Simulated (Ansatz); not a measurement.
**Strain and the gap of MgO (Fm-3m)**

A 2-atom cell of MgO started from a crystallographic database, relaxed with r2SCAN in the plane-wave code Ansatz. The symmetry is Fm-3m (No. 225, cubic); a = 4.204 Å in the conventional setting, 9.29 Å³ an atom. Mg has 6 O at 2.10 Å; O has 6 Mg at 2.10 Å.

The axes x, y and z are those of this cell:
```yaml
crystal:
  lattice:
    - [0.00000, 2.10217, 2.10217]
    - [2.10217, 0.00000, 2.10217]
    - [2.10217, 2.10217, 0.00000]
  atoms:
    - { symbol: Mg, position: [0.00000, 0.00000, 0.00000] }
    - { symbol: O, position: [0.50000, 0.50000, 0.50000] }
```

Unstrained: PBE gives a direct gap of 4.797 eV at Γ. r2SCAN gives a direct gap of 5.685 eV at Γ. With HSE06 the gap is 6.541 eV and direct, at Γ. Meshes: PBE 10×10×10, r2SCAN 10×10×10, HSE06 8×8×8. Strains are changes of length per length. After each strain the atoms were relaxed again with r2SCAN within the symmetry that the strain leaves, so tilts or polar shifts that break it weren't tested; points keep the names that they have in the unstrained zone. Calculated for a static, non-magnetic cell.

Changes of the least gap in eV (an overlap counts as a negative gap):
```tsv
strain	volume change (%)	space group	PBE	r2SCAN	HSE06	energy rise, r2SCAN (meV/atom)
isotropic -0.97 % on every length	-2.9	Fm-3m	+0.291	+0.303	+0.320	4.3
uniaxial +5.31 % along y	+5.3	I4/mmm	-0.567	-0.592	-0.641	20.5
```

Isotropic -0.97 % on every length. HSE06: the gap goes from 6.541 to 6.861 eV (+0.320 eV). Stress change with r2SCAN, compression positive: xx +5.18, yy +5.18, zz +5.18 GPa. For HSE06, dE_g/d ln V = -10.9 eV over this step.

Uniaxial +5.31 % along y, other directions held. HSE06: the gap goes from 6.541 to 5.900 eV (-0.641 eV); with r2SCAN the top three valence levels at Γ, degenerate before, become 1+2 from the top over 103 meV. Stress change with r2SCAN, compression positive: xx -4.52, yy -11.96, zz -4.52 GPa.

The meshes of the hybrids are coarse, so their gaps aren't converged to the digits shown.

The splittings at Γ are without spin-orbit coupling, which regroups them where it is of like size or larger.
